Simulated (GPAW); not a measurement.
# free-standing triangular Ni monolayer, spacing 2.629 A: anisotropy with GPAW

One collinear state of free-standing triangular Ni monolayer, spacing 2.629 A is converged, and its anisotropy computed from it.

Method: PBE; plane waves with GPAW's PAW setups, scalar-relativistic, in GPAW 26.7.0.

Most raw output is cut from this account.

### 1. Set-up

The cell holds 1 atom: 1 Ni. Its edges and angles: a = 2.629 Å, b = 2.629 Å, c = 14.000 Å, α = 90.0°, β = 90.0°, γ = 120.0°. model lattice. Vacuum lies along c.

### 2. Ground-state run

All later steps read the density of this run.

The input, order1.py:

```python
import json
import numpy as np
from ase import Atoms
from ase.parallel import paropen, parprint
from gpaw import GPAW

atoms = Atoms(['Ni'],
    cell=[[2.629, 0.0, 0.0],
         [-1.3145, 2.276781, 0.0],
         [0.0, 0.0, 14.0]],
    scaled_positions=[[0.0, 0.0, 0.5]],
    pbc=True,
    magmoms=[1.0])
atoms.calc = GPAW(mode={'name': 'pw', 'ecut': 550},
    xc='PBE',
    kpts={'size': (12, 12, 1), 'gamma': True},
    occupations={'name': 'fermi-dirac', 'width': 0.1},
    convergence={'density': 1e-05, 'energy': 1e-05},
    maxiter=200,
    symmetry={'tolerance': 1e-4},
    txt='order1.txt')
e = atoms.get_potential_energy(force_consistent=True)
res = {'free_energy': e, 'energy_sigma0': atoms.get_potential_energy(), 'fermi_energy': atoms.calc.get_fermi_level()}
res['moments'] = atoms.get_magnetic_moments().tolist()
res['total'] = atoms.get_magnetic_moment()
parprint('site moments (muB):', np.round(res['moments'], 3))
parprint(f"total moment: {res['total']:.3f} muB")
parprint(f'free energy: {e:.6f} eV')
atoms.calc.write('order1.gpw')
with paropen('results.json', 'w') as f:
    json.dump(res, f)
```

Launch:

```
OMP_NUM_THREADS=1 python3 order1.py > order1.log
```

Run time: 18 s. Hardware: 1 MPI rank of Intel Xeon Platinum 8375C at 2.90GHz (Ice Lake), shared host; peak memory 0.19 GiB.

Read from the output:

- magnetization: 0.8512 μB
- final state: ferromagnetic
- largest moment: 0.9280 μB

After 15 cycles the largest moment stands at 0.928 μB.

### 3. Non-self-consistent run

The steps that follow sum over empty states, which the ground-state run does not converge; 12 states a spin are converged here at the frozen density and written with their wave functions.

It starts from the saved density of the lowest of the states tried.

The input, nscf.py:

```python
from gpaw import GPAW

calc = GPAW('order1.gpw').fixed_density(
    kpts={'size': (12, 12, 1), 'gamma': True},
    nbands=16,
    convergence={'bands': 12, 'eigenstates': 1e-9},
    eigensolver='ppcg',
    parallel={'domain': 1},
    txt='nscf.txt')
calc.write('nscf.gpw', mode='all')
```

Launch:

```
OMP_NUM_THREADS=1 python3 nscf.py > nscf.log
```

The job ended after 18 s (1 MPI rank; peak memory 0.21 GiB).

### 4. Energy against the direction of the moments

Spin–orbit coupling is added in the basis of the saved states for each direction of the moments. The change in the band energy is the anisotropy energy, with no new self-consistent run.

The input, anisotropy.py:

```python
import json
import numpy as np
from ase.parallel import paropen, parprint
from gpaw import GPAW
from gpaw.spinorbit import soc_eigenstates

calc = GPAW('nscf.gpw')
angles = [[0.0, 0.0], [90.0, 0.0], [90.0, 90.0], [15.0, 0.0], [30.0, 0.0], [45.0, 0.0], [60.0, 0.0], [75.0, 0.0]]  # theta, phi in degrees
res = {'rows': []}
for scale in [1.0, 0.5, 2.0]:
    e0 = None
    for theta, phi in angles:
        soc = soc_eigenstates(calc, n2=12, scale=scale, theta=theta, phi=phi)
        e = soc.calculate_band_energy()
        e0 = e if e0 is None else e0
        orbital = soc.get_orbital_magnetic_moments()
        res['rows'].append([scale, theta, phi, 1000 * (e - e0), orbital.tolist()])
        parprint(f'scale {scale} theta {theta:6.1f} phi {phi:6.1f}  dE = {1000 * (e - e0):9.4f} meV  |L| =', np.round(np.linalg.norm(orbital, axis=1), 4))
with paropen('results.json', 'w') as f:
    json.dump(res, f)
```

Launch:

```
OMP_NUM_THREADS=1 python3 anisotropy.py > anisotropy.log
```

It took 6.5 s on 1 MPI rank; peak memory 0.15 GiB.

Directions, in the order of the table: the normal; the first cell vector; the in-plane normal to it; 0.17 of the way from the normal to the first cell vector; 0.33 of the way from the normal to the first cell vector; 0.50 of the way from the normal to the first cell vector; 0.67 of the way from the normal to the first cell vector; 0.83 of the way from the normal to the first cell vector.

Theta from the Cartesian z axis, phi from x; spin up lies along the direction. Anisotropy, by row:

```
spin-orbit scale  theta (degrees)  phi (degrees)  band energy less the first direction's (meV a cell)  orbital moment of atom 1 along the direction (μB)  sum of orbital moments along the direction (μB a cell)
               1                0              0                                                    0                                             0.1104                                                  0.1104
               1               90              0                                               -1.954                                             0.2158                                                  0.2158
               1               90             90                                               -1.954                                             0.2158                                                  0.2158
               1               15              0                                               -0.131                                             0.1175                                                  0.1175
               1               30              0                                              -0.4889                                             0.1369                                                  0.1369
               1               45              0                                              -0.9775                                             0.1633                                                  0.1633
               1               60              0                                               -1.466                                             0.1896                                                  0.1896
               1               75              0                                               -1.823                                             0.2088                                                  0.2088
             0.5                0              0                                                    0                                            0.05621                                                 0.05621
             0.5               90              0                                              -0.5043                                             0.1102                                                  0.1102
             0.5               90             90                                              -0.5043                                             0.1102                                                  0.1102
             0.5               15              0                                             -0.03379                                            0.05984                                                 0.05984
             0.5               30              0                                              -0.1261                                            0.06974                                                 0.06974
             0.5               45              0                                              -0.2522                                            0.08325                                                 0.08325
             0.5               60              0                                              -0.3783                                            0.09675                                                 0.09675
             0.5               75              0                                              -0.4706                                             0.1066                                                  0.1066
               2                0              0                                                    0                                             0.2107                                                  0.2107
               2               90              0                                               -7.037                                             0.4045                                                  0.4045
               2               90             90                                               -7.033                                             0.4044                                                  0.4044
               2               15              0                                              -0.4723                                             0.2239                                                  0.2239
               2               30              0                                               -1.761                                               0.26                                                    0.26
               2               45              0                                               -3.521                                             0.3087                                                  0.3087
               2               60              0                                               -5.279                                             0.3568                                                  0.3568
               2               75              0                                               -6.566                                             0.3918                                                  0.3918
```

### 5. Summary of results

```json
{"state": "ferromagnetic", "largest site moment": "0.928 μB", "spread of the directions' energies": "1.95 meV a cell", "easiest direction tried": "the plane normal to the layer's normal"}
```

About the ferromagnetic state the directions differ by 1.95 meV a cell, with the plane normal to the layer's normal easiest. The anisotropy comes from the force theorem at a frozen potential; it needs a check on a finer mesh, and shape anisotropy is not in it. Doubling the coupling multiplies the difference between the first two directions by 3.6; second-order perturbation theory gives 4.

[Logs and program files are shortened in this print: banners, set-up blocks, solver, clock and traceback lines can be left out without a mark of their own.]

[Logs are printed without paths, hosts, clocks, repeated set-up lines and the standing remarks that a program may print on its own settings, such as how far it seeks lower states.]

[Hosts, paths, dates, database ids (printed as entryN), source tags and the programs' standing remarks are cut or masked in the printed files.]

[Where a cell is said to come from a database of computed structures, the database is the Materials Project.]
